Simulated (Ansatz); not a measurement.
**Al: enthalpy against pressure**

Al, Fm-3m, a = 3.993 Å. Ansatz: r2SCAN, PAW, 500 eV, Γ-centred 18×18×18 mesh on 1 atom, Gaussian smearing 0.10 eV; no spin polarisation. Cell and atoms are relaxed at each pressure, and no other structure is tried, so the rows at high pressure may lie past a change of phase. y is the enthalpy over the state at zero pressure; there V0 = 15.912 Å³/atom. The pressures are the targets, met within 0.07 GPa.

| P (GPa) | y (eV/atom) |
| --- | --- |
| -3.0 | -0.3029 |
| 0.0 | 0.0000 |
| 3.0 | 0.2931 |
| 8.0 | 0.7638 |
| 15.0 | 1.3930 |
| 30.0 | ? |
| 60.0 | 4.9268 |

Task: Fit y = c1 P + c2 P² + c3 P³ to the other rows, say what c1 and c2 mean, and predict the missing value.

Result: Least squares on the rows shown. y = 0.099161 P − 0.00046745 P² + 3.0553×10⁻⁶ P³. Since dH/dP = V, c1 is V0: 0.099161 eV/GPa × 160.2 = 15.886 Å³ against 15.912; c2 = −V0/(2B0) gives B0 = 106 GPa, where a Birch–Murnaghan fit to the volumes of the same runs (not shown) gives 92 GPa: a cubic over this range folds the higher terms into c2. Above P = −c2/(3 c3) = 51 GPa the cubic's slope, the volume, would rise with pressure, so the form fails there. At P = 30.0 the fit asked for gives 2.6366 eV/atom. The run gave 2.6512 eV/atom, so the fit is 0.0146 eV/atom too low, 0.28 % of the span of the series, against an rms of 0.0008 eV/atom on the fitted rows. With a term in P⁴ added, a fit to the same known rows predicts 2.6651 eV/atom, which misses by about as much or more on the other side: the known rows don't fix the higher terms. Also, this row ran on the mesh 20×20×20, its neighbour on 18×18×18, which can shift it a little.

The mesh isn't the same in all rows (18×18×18, 20×20×20).